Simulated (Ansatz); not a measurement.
**AlN: optical spectrum from first principles**

Wanted: where AlN starts to absorb, how strongly, and its refractive index. The cell comes from an older database entry, whose edges can differ from later determinations, mostly by under a per cent.

Program: Ansatz 0.2.0. Level of theory: DFT, PBE, plane-wave PAW, default files, scalar-relativistic, independent-particle optical response without local fields. Results are calculated unless marked as measured.

The database entry behind the starting cell differs from later determinations by our own check (inner coordinate u about 0.002 short), so it need not match the best structure at ambient conditions.

## Step 1: The starting structure

The structure is hexagonal, space group P6_3mc (No. 186). The conventional cell has a = 3.113 Å, b = 3.113 Å, c = 4.981 Å, α = 90.00°, β = 90.00°, γ = 120.00°. Al has 4 N at 1.89 Å nearest. Nearest to N lie 4 Al at 1.89 Å. Farther neighbours and most contacts between anions are not listed.

## Step 2: Ground state and bands

First the ground state: is it a metal or has it a gap?

This step: DFT, PBE, plane-wave PAW, default files, scalar-relativistic, ground state (Ansatz 0.2.0).

File input.yaml:

```yaml
crystal:
  lattice:
    - [3.113, 0.0, 0.0]
    - [-1.5565, 2.695937082, 0.0]
    - [0.0, 0.0, 4.981]
  atoms:
    - { symbol: Al, position: [0.6666666667, 0.3333333333, 0.5] }
    - { symbol: Al, position: [0.3333333333, 0.6666666667, 0.0] }
    - { symbol: "N", position: [0.6666666667, 0.3333333333, 0.88] }
    - { symbol: "N", position: [0.3333333333, 0.6666666667, 0.38] }
kpoints:
  mp_grid: { grid: [8, 8, 5] }
  band_path:
    path:
      - [[0.0, 0.0, 0.0], [0.5, 0.0, 0.0], [0.33333333, 0.33333333, 0.0], [0.0, 0.0, 0.0], [0.0, 0.0, 0.5], [0.5, 0.0, 0.5], [0.33333333, 0.33333333, 0.5], [0.0, 0.0, 0.5]]
      - [[0.5, 0.0, 0.5], [0.5, 0.0, 0.0]]
      - [[0.33333333, 0.33333333, 0.0], [0.33333333, 0.33333333, 0.5]]
    npoints: 7
scf:
  occupations: { method: fermi_dirac, width: 0.05 }
  n_extra_bands: 8
hamiltonian:
  xc: pbe
  pseudopotentials: { kind: paw }
output:
  forces: true
  stress: true
  populations: true
  write_bands: true
  write_density: true
  write_potential: true
  elf: true
  volumetric_format: npy
```

The run is started by

```bash
$ ansatz run input.yaml --threads 4 --pin off --max-ram 8192MiB --backend cpu --events-out ev --progress --plain --runs-dir out
```

Numbers of over 12 decimals in the logs are rounded to 6 here.

Log:

```text
scf.n_extra_bands = 8 over 8 filled bands (N_el = 16.0): the run solves 16 bands
Engine: ansatz 0.2.0, aarch64-unknown-linux-gnu
Pseudopotentials: kind: paw
Pseudopotential: Al, paw, valence charge 3, recommended cutoff 420 eV (normal), Al.paw.azcp
Pseudopotential: N, paw, valence charge 5, recommended cutoff 420 eV (normal), N.paw.azcp
Functional definition: PBE
  parameter kappa = 0.804
  parameter beta = 0.066725
  exchange = pbe_x(kappa = kappa, mu = beta*pi^2/3)
  correlation = pbe_c(beta = beta)
Crystal: 4 atoms, lattice volume = 41.803 Å³
Basis set: ecut = 420 eV, 809 PW (Γ), exchange–correlation on 48×48×72 points (8 copies of the dense FFT grid, shifted against one another)
Bands: 16, of which v1, the nominal top of the filled ones, is band 8 counted from 1 (7 counted from 0)
Symmetry: 12 space group operations
Space group: P63mc (ITA 186), of the structure as read, at distance tolerance 3.5e-5 Å
k-points: 30 of 320 (time reversal used)
Non-local potential: Al, projectors of the file, l = 0: 2, l = 1: 2, l = 2: 1
Non-local potential: N, projectors of the file, l = 0: 2, l = 1: 2, l = 2: 1
PAW form: soft (Blöchl's): semilocal exchange-correlation on the pseudo side does not see the compensation charge
PAW one-centre angular grid: Al, 110 points (default); XC on 64 Gauss nodes
PAW one-centre angular grid: N, 110 points (default); XC on 64 Gauss nodes
Initial density: superposition of atomic densities (neutral atoms: chi_scale 0, normalization atom), corrected by the library's trained network
Initial wavefunctions: pseudopotential atomic-orbital guess
Functional: x = pbe(κ = 0.804, μ = 0.219515), c = pbe(β = 0.066725)
SCF iter   1: F=—  HF=-1848.497417 eV  |F-HF|=—  |Δ(HF+E_count)|=         —  Δρ=8.37e-4  dr2=1.49e-4  ethr=1.77e-3  ⟨swp⟩=5.4  Hψ=2747  notcnv=0  defer=8
preconditioner: auto → none  [insulator: Δε(μ)=4.209 eV  Ē_g=15.377 eV  σ=0.050 eV  W_gap=1.00  n_scr=2 (ndim 8)  ℏωp=23.0 eV  f_vac=0.000  D(μ)=0.00/eV (n_scr^D=0)  ε∞_Penn≈3.2]
SCF iter   2: F=—  HF=-1848.497691 eV  |F-HF|=—  |Δ(HF+E_count)|=   2.74e-4  Δρ=4.07e-4  dr2=2.54e-5  ethr=9.29e-7  ⟨swp⟩=2.2  Hψ=882  notcnv=0  defer=26
SCF iter   3: F=—  HF=-1848.497549 eV  |F-HF|=—  |Δ(HF+E_count)|=   1.42e-4  Δρ=5.20e-5  dr2=4.14e-7  ethr=1.59e-7  ⟨swp⟩=2.0  Hψ=614  notcnv=0  defer=26
iter 4 did not close the SCF: its close was put off for the readings that it lacked (scf_convergence_deferred on its scf_iter line)
SCF iter   4: F=-1848.497550 eV  HF=-1848.497550 eV  |F-HF|=1.06e-8  |Δ(HF+E_count)|=   1.03e-6  Δρ=9.53e-6  dr2=1.82e-8  ethr=2.59e-9  ⟨swp⟩=2.6  Hψ=660  notcnv=0  defer=26
iter 5 did not close the SCF: its close was put off for the readings that it lacked (scf_convergence_deferred on its scf_iter line)
SCF iter   5: F=-1848.497550 eV  HF=-1848.497550 eV  |F-HF|=6.14e-11  |Δ(HF+E_count)|=   1.24e-8  Δρ=1.59e-6  dr2=4.20e-10  ethr=1.14e-10  ⟨swp⟩=3.0  Hψ=686  notcnv=0  defer=26
SCF iter   6: F=-1848.497550 eV  HF=-1848.497550 eV  |F-HF|=9.09e-13  |Δ(HF+E_count)|=  8.21e-11  Δρ=2.25e-7  dr2=8.98e-12  ethr=2.63e-12  ⟨swp⟩=7.3  Hψ=2684  notcnv=0
SCF 1 converged in 6 iterations: F = -1848.497550 eV  dr2 = 8.98e-12
  greatest PAW one-centre occupation: 0.788 electrons in one spin orbital (limit 2), on the N atom at site 3 (counted from 0), in its partial waves of l = 0
NSCF: frozen V_eff on 66 k-points
SCF converged after 6 iterations
Free energy (F): -1848.497550 eV
Harris-Foulkes:  -1848.497550 eV  (|F-HF|=9.09e-13)
Internal energy: -1848.497550 eV  (E = F + TS)
E sigma→0 (E₀):  -1848.497550 eV
Fermi energy:    9.245801 eV
--- Per-component energies (eV) ---
  E_band       = 30.375827
  E_kinetic    = 318.956837
  E_local      = -448.270675  (includes V_loc(G=0)·N_el)
  E_nonlocal   = 110.841169
  E_hartree    = 155.686047
  E_xc         = -203.726754
  E_vxc        = -215.996345  (∫ρ·V_xc dr)
  E_paw        = -1190.321097  (= ΣΔE_a)
  E_vpaw       = -46.527481  (= ΣTr[D̂ρ^β])
  E_aug_tail   = 0.000194  (compensation charges beyond the density's cutoff)
  E_ewald      = -591.663270
  E_smearing   = -0.000000  (= −TS)
  E_closure    = -0.000000  (closes the sum)
  Σ components = -1848.497550   (vs F -1848.497550, Δ=0.00e0)
--- Forces (eV/Å), atoms counted from 1 ---
  atom   1  Al    -0.00000000     0.00000000    -0.12919215
  atom   2  Al     0.00000000    -0.00000000    -0.12919215
  atom   3  N      0.00000000    -0.00000000     0.12917086
  atom   4  N     -0.00000000     0.00000000     0.12917086
  max |Σ_I F_I| component: 4.26e-5 eV/Å
--- Stress (GPa, compression-positive) ---
        3.194733       0.000000      -0.000000
        0.000000       3.194733       0.000000
       -0.000000       0.000000       4.777088
  P = ⅓ Tr σ = 3.7222 GPa (37.222 kbar)
--- Band table (eV; the first three rows and the last of 30) ---
  k-point 0: bands = [... 4 lower, 6.2906, 6.9400, 6.9400, 7.1196, 11.3323, 13.7884, 17.7301, 18.2932, ... 4 higher]
  k-point 1: bands = [... 4 lower, 6.3494, 6.3494, 6.8744, 6.8744, 12.0017, 13.8769, 17.4953, 18.2559, ... 4 higher]
  k-point 2: bands = [... 4 lower, 6.5062, 6.5062, 6.7067, 6.7067, 13.1399, 13.8474, 17.2791, 17.9078, ... 4 higher]
  k-point 29: bands = [... 4 lower, 3.3946, 3.9905, 6.0590, 6.3091, 13.6156, 14.4321, 15.5065, 15.7888, ... 4 higher]
--- Löwdin populations: 4 sites ---
  site symbol       q [e]
     0     Al      1.9021
     1     Al      1.9021
     2      N      6.0340
     3      N      6.0340
  spilling = 0.007988 (of n_electrons = 16.000000)
```

Wall time 1.2 s (4 threads of Arm Neoverse V1, shared host); peak memory 0.31 GiB; 4.1 s of CPU time.

This step gave:

| Property | Result |
| --- | --- |
| free energy | -1848.4975 eV |
| Fermi energy | 9.246 eV |
| gap by band count | 4.213 eV |
| electrons | 16 |
| symmetry operations | 12 |
| pressure | 3.722 GPa |
| gap on the k-mesh | 4.213 eV |
| volume | 41.80 Å³ |
| gap on the path | 4.213 eV |
| least direct gap on the path | 4.213 eV |

There is a gap, 4.21 eV on the path, so no carriers' term is needed. The cell is left with a pressure of 3.7 GPa and forces up to 0.13 eV/Å, as it stands unrelaxed at this level.

The electronic bands at the labelled points (eV, zero at the Fermi level; v1 is the highest filled band, c1 the lowest empty one):

```csv
point,v4,v3,v2,v1,c1,c2,c3,c4
Γ,-2.96,-2.31,-2.31,-2.13,2.09,4.54,8.48,9.05
0.57 of the way,-4.94,-3.79,-2.72,-2.57,4.20,5.12,5.81,8.14
M,-5.45,-4.18,-3.89,-2.78,3.69,3.71,6.08,8.17
0.43 of the way,-5.26,-4.90,-3.95,-3.43,3.49,4.74,6.60,8.01
K,-5.88,-4.54,-4.49,-4.49,2.94,6.24,7.56,7.56
0.57 of the way,-4.98,-3.52,-2.78,-2.54,4.30,5.91,6.63,6.67
Γ,-2.96,-2.31,-2.31,-2.13,2.09,4.54,8.48,9.05
0.57 of the way,-2.84,-2.84,-2.43,-2.43,3.25,4.67,8.10,9.03
A,-2.64,-2.64,-2.64,-2.64,4.34,4.34,8.22,8.22
0.57 of the way,-3.71,-3.71,-3.23,-3.23,4.15,4.15,7.48,7.48
L,-3.56,-3.56,-3.47,-3.47,3.21,3.21,7.17,7.17
0.57 of the way,-5.07,-5.07,-3.00,-3.00,4.25,4.25,6.93,6.93
H,-5.95,-5.95,-2.90,-2.90,5.31,5.31,5.74,5.74
0.57 of the way,-3.73,-3.73,-3.24,-3.24,4.75,4.75,7.25,7.25
A,-2.64,-2.64,-2.64,-2.64,4.34,4.34,8.22,8.22
jump to L,-3.56,-3.56,-3.47,-3.47,3.21,3.21,7.17,7.17
0.57 of the way,-4.85,-4.05,-3.40,-2.97,3.06,3.79,7.12,7.40
M,-5.45,-4.18,-3.89,-2.78,3.69,3.71,6.08,8.17
jump to K,-5.88,-4.54,-4.49,-4.49,2.94,6.24,7.56,7.56
0.43 of the way,-6.42,-4.91,-3.75,-3.75,3.58,6.14,6.76,6.76
H,-5.95,-5.95,-2.90,-2.90,5.31,5.31,5.74,5.74
```

ELF in the ac plane at fractional y = 0.333, with atoms of Al and N within 0.2 Å of it. It is the smooth field of the valence electrons, not physical close to the nuclei.

Ten even steps from '0' (0.00) to '9' (0.87):
```
8521379998778999
8521479996325899
8521479985103899
7421368986325898
6311257898778998
5211146899999987
3100125789999986
2100013589999863
1111112346676532
2222221111001111
3444443100000002
6676665200000014
7887887400000026
8888887510000047
8888887630000157
7888877531000257
6777776531101246
5666665321111134
4556543211000112
2344432110000011
1223211111111111
1111111223333221
2111123456666654
5211246788888887
7411368999889998
```
Atoms in or near the plane, at fractional coordinates: Al at (0.67, 0.50), N at (0.67, 0.88).

Electrostatic potential energy in the ac plane at fractional y = 0.333, with atoms of Al and N within 0.2 Å of it. With pseudopotentials it is smooth inside the atoms' cores, unlike the true potential.

Ten even steps from '_' (-39 eV) to '@' (10 eV):
```
%%%%######%%%%%%**::____..++%%@@
%%%%%%%%%%%%@@##--________::**@@
@@@@%%%%%%@@@@##::________..**@@
@@@@@@@@@@@@@@%%--________::##@@
@@@@@@@@@@@@@@@@**::____..++%%@@
@@@@@@@@@@@@@@@@%%**++++**%%@@@@
@@@@@@@@@@@@@@@@@@%%%%%%%%@@@@@@
@@@@@@@@@@@@@@@@%%########%%%%@@
@@@@@@@@@@@@@@%%##**********##%%
@@@@@@@@@@@@%%##**************##
%%@@@@@@@@@@##****##%%%%##****##
%%@@@@@@@@%%##****%%%%%%%%##****
%%@@@@@@@@%%##****%%%%%%%%##****
%%@@@@@@@@@@##****##%%%%##****##
@@@@@@@@@@@@%%##**************%%
@@@@@@@@@@@@@@%%##**++++****##%%
@@@@@@@@@@@@@@@@%%########%%%%@@
@@@@@@@@@@@@@@@@@@%%%%%%%%@@@@@@
@@@@@@@@@@@@@@@@@@@@@@@@@@@@@@@@
@@@@@@@@@@@@@@@@@@@@@@@@@@@@@@@@
@@@@@@@@@@@@@@@@@@@@@@@@@@@@@@@@
@@%%%%%%%%@@@@@@@@@@@@@@@@@@@@@@
%%%%####%%%%@@@@@@@@@@@@@@@@@@@@
%%########%%%%@@@@@@@@@@@@@@@@@@
%%########%%%%@@%%##++++**%%@@@@
```
Atoms in or near the plane, at fractional coordinates: Al at (0.67, 0.50), N at (0.67, 0.88).

## Step 3: Spectrum

The spectrum is a sum over vertical transitions between filled and empty bands at the fixed density, so many empty bands are needed.

This step: DFT, PBE, plane-wave PAW, default files, scalar-relativistic, independent-particle optical response without local fields (Ansatz 0.2.0).

input.yaml, the sections that differ from step 2:

```yaml
kpoints:
  mp_grid: { grid: [8, 8, 5] }
scf:
  occupations: { method: fixed }
output:
  optics:
    e_range: [0, 20]
    de: 0.05
    sigma: 0.1
    nscf_kmesh: { grid: [12, 12, 6] }
    bands: { spectra_wanted_up_to: 20 }
# crystal, hamiltonian: as in step 2
```

Log:

```text
[...]
Crystal: 4 atoms, lattice volume = 41.803 Å³
Basis set: ecut = 420 eV, 809 PW (Γ)
Bands: 12, of which v1, the nominal top of the filled ones, is band 8 counted from 1 (7 counted from 0)
Symmetry: 12 space group operations
[...]
k-points: 30 of 320 (time reversal used)
[...]
SCF iter   1: F=—  HF=-1848.497351 eV  |F-HF|=—  |Δ(HF+E_count)|=         —  Δρ=8.31e-4  dr2=1.41e-4  ethr=1.77e-3  ⟨swp⟩=5.0  Hψ=1993  notcnv=0  defer=53
[...]
SCF iter   7: F=-1848.497750 eV  HF=-1848.497750 eV  |F-HF|=9.09e-13  |Δ(HF+E_count)|=  2.71e-11  Δρ=5.46e-8  dr2=7.34e-13  ethr=1.00e-12  ⟨swp⟩=3.4  Hψ=1330  notcnv=0
SCF 1 converged in 7 iterations: F = -1848.497750 eV  dr2 = 7.34e-13
[...]
NSCF: frozen V_eff on 76 k-points
output.optics: what the bands over the 31 summed would add to eps1, eps2 and the energy-loss function is held between a lower and an upper bound (8 Lanczos steps). eps1, eps2 and their loss function (loss_summed_bands) are given on every row as the summed bands alone make them. Along an axis, on a row where the two bounds hold the loss function to about 1 % of the greater of itself and 0.5 % of |1/eps|, its cell (loss_completed) is given, with the completed eps1 and eps2 that it is formed of (a cell that is left empty reads nan in the table and null in the record). The two bounds hold it so along every axis on all 401 rows up to 20.000 eV. [rest of the remark cut]
SCF converged after 7 iterations
Free energy (F): -1848.497750 eV
[...]
Internal energy: -1848.497750 eV  (E = F + TS)
E sigma→0 (E₀):  -1848.497750 eV
Fermi energy:    7.119498 eV
[...]
--- Band table (eV; the first three rows and the last of 30) ---
  k-point 0: bands = [... 4 lower, 6.2906, 6.9399, 6.9399, 7.1195, 11.3324, 13.7884, 17.7301, 18.2932]
  k-point 1: bands = [... 4 lower, 6.3493, 6.3493, 6.8744, 6.8744, 12.0017, 13.8769, 17.4953, 18.2558]
  k-point 2: bands = [... 4 lower, 6.5062, 6.5062, 6.7067, 6.7067, 13.1399, 13.8473, 17.2791, 17.9078]
  k-point 29: bands = [... 4 lower, 3.3945, 3.9905, 6.0589, 6.3090, 13.6156, 14.4321, 15.5065, 15.7888]
```

Elapsed: 14 s, on 4 threads; peak memory 0.68 GiB.

Numbers from this step:

- electronic dielectric constant ε∞, mean over x, y and z (by symmetry where fewer were run): 4.651
- absorption onset, first axis (α over 10⁴ cm⁻¹, or the direct gap if that lies higher): 4.380 eV
- main peak of Im epsilon, first axis: 7.959 eV
- least direct gap on the mesh: 4.213 eV
- bands summed: 31
- spectra valid up to: 30.30 eV
- program's estimate of the k-sum error in Im epsilon: 0.12 %
- electrons in the f-sum: 12.42

The Im ε has structure finer than the step of the table below, so its rows give means over 1 eV, whole bins alone (the curve runs from 0 to 20 eV). Peaks (eV: height): E ∥ x or y 8.0: 10.0, 10.8: 7.49, 11.8: 6.00; E ∥ z 6.7: 10.2, 7.5: 10.1, 9.9: 7.65, 10.6: 6.32, 11.8: 7.90.

The Im ε by photon energy; means over each step:

```csv
photon energy (eV),E ∥ x or y,E ∥ z
3,0,0
4,0.0333,0.113
5,0.776,0.884
6,2.27,3.82
7,6.69,9.44
8,8.57,5.68
9,5.43,4.34
10,4.38,6.13
11,5.48,4.54
12,5.56,6.02
13,4.58,4.11
14,2.94,2.48
15,1.79,1.95
16,1.20,1.20
17,0.890,0.886
18,0.476,0.460
19,0.411,0.422
```

(Continued in part 2 of 2.)

[Logs are printed without paths, hosts, clocks, repeated set-up lines and the standing remarks that a program may print on its own settings, such as how far it seeks lower states.]

[Hosts, paths, dates, database ids (printed as entryN), source tags and the programs' standing remarks are cut or masked in the printed files.]
